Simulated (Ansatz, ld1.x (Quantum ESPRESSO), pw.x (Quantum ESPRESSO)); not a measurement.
**Equation-of-state test of one RRKJ potential (O)**

- Element: O (Z = 8)
- Generator: ld1.x (Quantum ESPRESSO) 7.5
- Type: norm-conserving RRKJ (Kleinman–Bylander form)
- Functional: PBE
- Relativity: scalar-relativistic
- Frozen core: [He]
- Valence charge: 6
- Reference configuration: 2s2 2p4
- Partial waves: 2s (bound): rc 0.95 bohr; 2p (bound): rc 1.90 bohr
- Local potential: all-electron potential smoothed inside 1.50 bohr (lloc = -2)
- Core correction: none
- rho0: 0.01

Crystal test: bcc O in pw.x 7.5, no spin, 18³ k-points, Fermi–Dirac smearing 0.01 Ry, cutoffs 170/680 Ry. The reference is all-electron LAPW (Ansatz 0.2.0) with the same functional, mesh and smearing; V0 and B0 come from Birch–Murnaghan fits to the pressures at five volumes. Errors are pseudo minus all-electron; Δ is the rms difference of the E(V) curves that follow from these fits, minima aligned, over ±6 % about the mean V0. Mesh and smearing are coarse, so the numbers serve the comparison and aren't converged zero-temperature values; the lattice is a test structure that the element need not adopt. Spin polarisation is left out.

All-electron: a0 = 2.500 Å (V0 = 7.82 Å³/atom), B0 = 147.5 GPa.

How far does the potential miss the all-electron equation of state?

mean pressure error (GPa): +5.30; a0 (Å): 2.528; a0 error (%): +1.10; B0 error (%): -2.6; Δ (meV/atom): 8.3. This is a poor potential for the solid. Atomic configuration tests: 1 of 7 tests not solved or not reliable.

```json
{"V (Å³/atom)": "7.368", "P all-electron (GPa)": "10.01", "P pseudo (GPa)": "16.36"}
{"V (Å³/atom)": "7.562", "P all-electron (GPa)": "5.27", "P pseudo (GPa)": "11.05"}
{"V (Å³/atom)": "7.756", "P all-electron (GPa)": "1.16", "P pseudo (GPa)": "6.41"}
{"V (Å³/atom)": "7.950", "P all-electron (GPa)": "-2.41", "P pseudo (GPa)": "2.38"}
{"V (Å³/atom)": "8.144", "P all-electron (GPa)": "-5.50", "P pseudo (GPa)": "-1.15"}
```

At the middle volume, how do free energy and pressure move when the wave cutoff is lowered (ecutrho kept at four times it)?

```
cutoff (Ry)  shift of F (meV/atom)  shift of P (GPa)
         76                 +811.4            -45.96
        102                 +164.7            -15.73
        136                  +10.0             -1.85
```

The run at the middle volume (195 k-points, 5 iterations) took about 36 s on one core of a shared host (Neoverse-V1, 32 threads, 247 GiB, load 45).
